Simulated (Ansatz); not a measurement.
input.yaml

```yaml
crystal:
  lattice:
    - [3.6902513723, 0.0, 0.0]
    - [-1.8451256862, 3.1331876811, 0.0]
    - [0.0, 0.0, 31.8256452916]
  atoms:
    - { symbol: S, position: [0.6666666667, 0.3333333333, 0.4542641854] }
    - { symbol: Hf, position: [0.0, 0.0, 0.5] }
    - { symbol: S, position: [0.3333333333, 0.6666666667, 0.5457358146] }
  periodic: [true, true, false]
basis:
  ecutwfc: 420
kpoints:
  mp_grid: { grid: [12, 12, 1] }
  band_path:
    path:
      - [0, 0, 0]
      - [0.5, 0, 0]
      - [0.3333333333333, 0.3333333333333, 0]
      - [0, 0, 0]
    npoints: 8
hamiltonian:
  xc: pbe
  dispersion: d3bj
scf:
  occupations: { method: gaussian, width: 0.02 }
output:
  forces: true
  stress: true
  eigenvalues: true
  write_density: true
  write_potential: true
  elf: true
  volumetric_format: npy
relax:
  adjacent_minimum: "off"
  f_tol: 0.01
  max_steps: 40
```

Launched with
```bash
ansatz run input.yaml --threads 1 --pin off --max-ram 2560MiB --backend cpu --events-out ev --progress --plain --runs-dir out
```

All numbers below come from DFT PBE+D3(BJ), scalar-relativistic, plane waves, PAW (Ansatz).

From the run's log, abridged:

```
Warning: output.stress: scf.convergence.dr2_threshold = 1e-7 eV (the SCF's general default) is looser than the 3e-10 eV advised for a printed stress (1e-10 eV for each atom of the cell: 3). ...
Pseudopotentials: kind: paw
Pseudopotential: S, paw, valence charge 6, recommended cutoff 420 eV (normal)
Pseudopotential: Hf, paw, valence charge 26, recommended cutoff 420 eV (normal)
Functional definition: PBE
Crystal: 3 atoms, lattice volume = 367.976 Å³
Basis set: ecut = 420 eV, 7131 PW (Γ), exchange–correlation on 50×50×432 points (8 copies of the dense FFT grid, shifted against one another)
Bands: 23, of which v1, the nominal top of the filled ones, is band 19 counted from 1 (18 counted from 0)
Symmetry: 4 space group operations
Space group: C2/m (ITA 12), of the structure as read, at distance tolerance 7.2e-5 Å
k-points: 43 of 144
Initial density: superposition of atomic densities (neutral atoms: chi_scale 0, normalization atom), corrected by the library's trained network
Initial wavefunctions: pseudopotential atomic-orbital guess
Functional: x = pbe(κ = 0.804, μ = 0.21951497), c = pbe(β = 0.06672455)
SCF iter   1: F=—  HF=-17530.868054 eV  |F-HF|=—  |Δ(HF+E_count)|=         —  Δρ=7.17e-4  dr2=2.24e-3  ethr=1.77e-3  ⟨swp⟩=14.6  Hψ=7654  notcnv=0
SCF iter   2: F=—  HF=-17530.868930 eV  |F-HF|=—  |Δ(HF+E_count)|=   8.76e-4  Δρ=3.43e-4  dr2=2.90e-4  ethr=5.89e-6  ⟨swp⟩=4.1  Hψ=3630  notcnv=0
SCF iter   3: F=—  HF=-17530.869509 eV  |F-HF|=—  |Δ(HF+E_count)|=   5.79e-4  Δρ=1.03e-4  dr2=5.17e-5  ethr=7.64e-7  ⟨swp⟩=2.9  Hψ=2027  notcnv=0
SCF iter   4: F=—  HF=-17530.869645 eV  |F-HF|=—  |Δ(HF+E_count)|=   1.36e-4  Δρ=3.68e-5  dr2=9.04e-6  ethr=1.36e-7  ⟨swp⟩=3.5  Hψ=2443  notcnv=0
SCF iter   5: F=-17530.869650 eV  HF=-17530.869650 eV  |F-HF|=2.26e-8  |Δ(HF+E_count)|=   5.15e-6  Δρ=1.37e-5  dr2=7.31e-7  ethr=2.38e-8  ⟨swp⟩=2.8  Hψ=1729  notcnv=0
SCF iter   6: F=-17530.869650 eV  HF=-17530.869650 eV  |F-HF|=1.21e-8  |Δ(HF+E_count)|=   2.26e-7  Δρ=5.19e-6  dr2=1.57e-7  ethr=1.92e-9  ⟨swp⟩=16.5  Hψ=12420  notcnv=0
SCF 1 converged in 6 iterations: F = -17530.869650 eV  dr2 = 1.57e-7
relax step   1: F+E_penalty+E_count = -17530.86965025 eV  Δ(F+E_penalty+E_count) = +0.000e0 eV  max|allowed force component| = 1.866e-1 eV/Å  Δτ_max = 0.0000 Å  (6 SCF iters, dr2 threshold 2.50e-6 eV, accepted)
Initial density: handed on by an earlier stage of this run
Initial wavefunctions: those handed on with the density
SCF iter   1: F=—  HF=-17530.871196 eV  |F-HF|=—  |Δ(HF+E_count)|=         —  Δρ=1.01e-3  dr2=1.20e-2  ethr=2.83e-5  ⟨swp⟩=3.4  Hψ=3916  notcnv=0
SCF iter   2: F=—  HF=-17530.868938 eV  |F-HF|=—  |Δ(HF+E_count)|=   2.26e-3  Δρ=5.27e-4  dr2=2.44e-3  ethr=2.83e-5  ⟨swp⟩=4.0  Hψ=1943  notcnv=0
SCF iter   3: F=—  HF=-17530.868358 eV  |F-HF|=—  |Δ(HF+E_count)|=   5.80e-4  Δρ=2.25e-4  dr2=2.07e-4  ethr=6.41e-6  ⟨swp⟩=3.1  Hψ=2234  notcnv=0
SCF iter   4: F=—  HF=-17530.868373 eV  |F-HF|=—  |Δ(HF+E_count)|=   1.53e-5  Δρ=7.39e-5  dr2=1.69e-5  ethr=5.46e-7  ⟨swp⟩=3.6  Hψ=2358  notcnv=0
SCF iter   5: F=-17530.868372 eV  HF=-17530.868372 eV  |F-HF|=1.26e-7  |Δ(HF+E_count)|=   1.10e-6  Δρ=2.41e-5  dr2=1.45e-6  ethr=5.73e-9  ⟨swp⟩=20.7  Hψ=14359  notcnv=0
SCF 2 converged in 5 iterations: F = -17530.868372 eV  dr2 = 1.45e-6
relax step   2: F+E_penalty+E_count = -17530.86837240 eV  Δ(F+E_penalty+E_count) = +1.278e-3 eV  max|allowed force component| = 2.382e-1 eV/Å  Δτ_max = 0.0388 Å  (5 SCF iters, dr2 threshold 2.18e-6 eV, rejected (line search))
SCF iter   1: F=—  HF=-17530.873973 eV  |F-HF|=—  |Δ(HF+E_count)|=         —  Δρ=5.09e-4  dr2=3.42e-3  ethr=8.47e-5  ⟨swp⟩=4.0  Hψ=2403  notcnv=0
SCF iter   2: F=—  HF=-17530.873365 eV  |F-HF|=—  |Δ(HF+E_count)|=   6.08e-4  Δρ=2.82e-4  dr2=7.87e-4  ethr=8.99e-6  ⟨swp⟩=3.0  Hψ=2131  notcnv=0
SCF iter   3: F=—  HF=-17530.873185 eV  |F-HF|=—  |Δ(HF+E_count)|=   1.79e-4  Δρ=1.09e-4  dr2=5.02e-5  ethr=2.07e-6  ⟨swp⟩=3.7  Hψ=2094  notcnv=0
SCF iter   4: F=—  HF=-17530.873275 eV  |F-HF|=—  |Δ(HF+E_count)|=   8.93e-5  Δρ=3.46e-5  dr2=3.78e-6  ethr=1.32e-7  ⟨swp⟩=3.5  Hψ=2326  notcnv=0
SCF iter   5: F=—  HF=-17530.873274 eV  |F-HF|=—  |Δ(HF+E_count)|=   7.12e-7  Δρ=1.28e-5  dr2=4.47e-7  ethr=9.95e-9  ⟨swp⟩=2.4  Hψ=1914  notcnv=0
SCF iter   6: F=-17530.873274 eV  HF=-17530.873274 eV  |F-HF|=1.97e-8  |Δ(HF+E_count)|=   2.98e-8  Δρ=2.54e-6  dr2=2.30e-8  ethr=2.63e-10  ⟨swp⟩=18.4  Hψ=11911  notcnv=0
SCF 3 converged in 6 iterations: F = -17530.873274 eV  dr2 = 2.30e-8
relax step   3: F+E_penalty+E_count = -17530.87327399 eV  Δ(F+E_penalty+E_count) = -3.624e-3 eV  max|allowed force component| = 8.519e-3 eV/Å  Δτ_max = 0.0190 Å  (6 SCF iters, accepted)
SCF converged after 6 iterations
Free energy (F): -17530.873274 eV
Harris-Foulkes:  -17530.873274 eV  (|F-HF|=1.97e-8)
Internal energy: -17530.873274 eV  (E = F + TS)
E sigma→0 (E₀):  -17530.873274 eV
Fermi energy:    -5.722500 eV
--- Per-component energies (eV) ---
  E_band       = -791.369450
  E_kinetic    = 633.270417
  E_local      = -83955.123918  (includes V_loc(G=0)·N_el)
  E_nonlocal   = -1186.990965
  E_hartree    = 41371.053468
  E_xc         = -493.643331
  E_vxc        = -440.146872  (∫ρ·V_xc dr)
  E_paw        = -8127.231846  (= ΣΔE_a)
  E_vpaw       = 1415.526418  (= ΣTr[D̂ρ^β])
  E_aug_tail   = 0.000002  (compensation charges beyond the density's cutoff)
  E_ewald      = 34228.465647
  E_disp       = -0.672747  (pairwise vdW)
  E_smearing   =  0.000000  (= −TS)
--- Forces (eV/Å), atoms counted from 1 ---
  atom   1  S      0.00000000    -0.00512474    -0.00851911
  atom   2  Hf     0.00000000     0.00000000     0.00000000
  atom   3  S      0.00000000     0.00512474     0.00851911
--- 2D stress c σ (N/m, compression-positive) ---
       -1.549554       0.000000       0.000000
        0.000000      -0.267204       0.000000
        0.000000       0.000000       0.000000
  P = ½ c Tr σ = -0.9084 N/m
--- Band table (eV; the first three rows and the last of 43) ---
  k-point 0: bands = ["-68.3436", "-37.0199", "-36.9129", "-36.9084", "-19.1902", "-18.4658", "-18.3050", "-18.2851", "-18.2842", "-18.2775", "-18.2767", "-18.2635", "-17.6074", "-10.3916", "-9.0935", "-8.9758", "-7.2233", "-6.4657", "-6.3599", "-4.4167", "-4.2608", "-3.5660", "-1.0798"]
  k-point 1: bands = ["-68.3432", "-37.0176", "-36.9210", "-36.9160", "-19.1143", "-18.4590", "-18.3042", "-18.2843", "-18.2819", "-18.2776", "-18.2750", "-18.2649", "-17.6197", "-10.3030", "-9.1530", "-9.0506", "-7.0520", "-6.8569", "-6.6727", "-4.2527", "-4.1591", "-3.4121", "-1.1206"]
  k-point 2: bands = ["-68.3420", "-37.0114", "-36.9551", "-36.9242", "-18.9070", "-18.4392", "-18.3023", "-18.2824", "-18.2822", "-18.2780", "-18.2685", "-18.2566", "-17.6539", "-10.0662", "-9.4649", "-8.9454", "-7.8412", "-7.0656", "-6.8193", "-4.4116", "-3.6319", "-3.0719", "-1.4739"]
  k-point 42: bands = ["-68.3380", "-37.0495", "-36.9911", "-36.9835", "-18.4006", "-18.3499", "-18.2949", "-18.2864", "-18.2840", "-18.2835", "-18.2714", "-17.7779", "-17.7553", "-10.2967", "-9.7518", "-9.0715", "-8.5136", "-8.4139", "-7.5449", "-3.7344", "-3.2313", "-2.4997", "-1.0530"]
--- Relaxed structure (3 steps of the walk, 2 accepted, 0 SCFs on fresh bases) ---
  F+E_penalty+E_count = -17530.87327399 eV   max|allowed force component| = 8.519e-3 eV/Å
  cell:  # Å, volume = 367.9761 Å³
    - [3.6902513723, 0.0, 0.0]
    - [-1.84512568, 3.13318768, 0.0]
    - [0.0, 0.0, 31.8256452916]
  atoms:
    - { symbol: S, position: [0.66531601, 0.33063202, 0.45479822] }
    - { symbol: Hf, position: [0.0, 0.0, 0.5] }
    - { symbol: S, position: [0.33468398, 0.66936797, 0.54520177] }
```

The relaxation met its thresholds.

It took 3.1 min on 1 thread of Intel(R) Xeon(R) Processor @ 2.50GHz (Skylake/Cascade Lake), on a shared host, peak memory 0.69 GiB.

Spin–orbit coupling is left out, which can shift energies with elements as heavy as these.